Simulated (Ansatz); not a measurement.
**Energy ranking of Zr3H structures**

Method: Ansatz 0.2.0, DFT PBE, scalar-relativistic, plane waves, PAW. Settings: cutoff 420 eV, Γ-centred meshes no coarser than 0.19 Å⁻¹ for metals and 0.3 Å⁻¹ for insulators (2π included), Gaussian smearing.

All energies are static (0 K, no zero-point motion). Larger cells and other orderings weren't all tried, so the list isn't exhaustive. The k mesh leaves about 4 meV/atom of noise in metals. No run is spin-polarised.

| # | started from | space group | atoms | V (Å³/atom) | ΔE (meV/atom) | gap on mesh (eV) | rattle test |
| --- | --- | --- | --- | --- | --- | --- | --- |
| 1 | a rattled cell | Pm (No. 6) | 8 | 18.1 | 0 | 0.00 | - |
| 2 | Cu3Au (L1_2) type | Pm-3m (No. 221) | 4 | 19.1 | 812 | 0.00 | falls lower |

The lowest structure: Space group Pm (No. 6), monoclinic, a = 4.636 Å, b = 3.220 Å, c = 9.686 Å, β = 90.1°. Around Zr on Wyckoff site b (1 atom of the primitive cell) lie 2 H at 2.28–2.36 Å; Zr on Wyckoff site a (1 atom of the primitive cell) is coordinated by 1 H at 2.04 Å; Zr on Wyckoff site b (1 atom of the primitive cell) has 12 Zr at 3.20–3.26 Å; Zr on Wyckoff site b (1 atom of the primitive cell) is coordinated by 2 H at 2.04 Å; Zr on Wyckoff site a (1 atom of the primitive cell) has 2 H at 2.28 Å. Its energy against the elements is -0.14 eV/atom. The zero of energy is the lowest elemental structures computed at the same level (H₂ as a molecule); no fitted shifts are applied.

```cif
data_structure
_symmetry_space_group_name_H-M 'Pm'
_symmetry_Int_Tables_number 6
_cell_length_a 4.6359
_cell_length_b 3.2198
_cell_length_c 9.6857
_cell_angle_alpha 90.000
_cell_angle_beta 90.066
_cell_angle_gamma 90.000
_cell_volume 144.57
loop_
_atom_site_label
_atom_site_type_symbol
_atom_site_symmetry_multiplicity
_atom_site_Wyckoff_symbol
_atom_site_fract_x
_atom_site_fract_y
_atom_site_fract_z
_atom_site_occupancy
Zr1 Zr 1 b 0.59604 0.50000 0.01843 1
Zr2 Zr 1 a 0.09538 0.00000 0.52730 1
Zr3 Zr 1 b 0.59579 0.50000 0.68813 1
Zr4 Zr 1 b 0.57065 0.50000 0.35557 1
Zr5 Zr 1 a 0.10162 0.00000 0.85198 1
Zr6 Zr 1 a 0.09539 0.00000 0.18498 1
H1 H 1 a 0.84012 0.00000 0.35538 1
H2 H 1 b 0.10502 0.50000 0.01822 1
```

The second: Space group Pm-3m (No. 221), cubic, a = 4.242 Å. Zr is coordinated by 4 H at 3.00 Å and 8 Zr at 3.00 Å; H is coordinated by 12 Zr at 3.00 Å.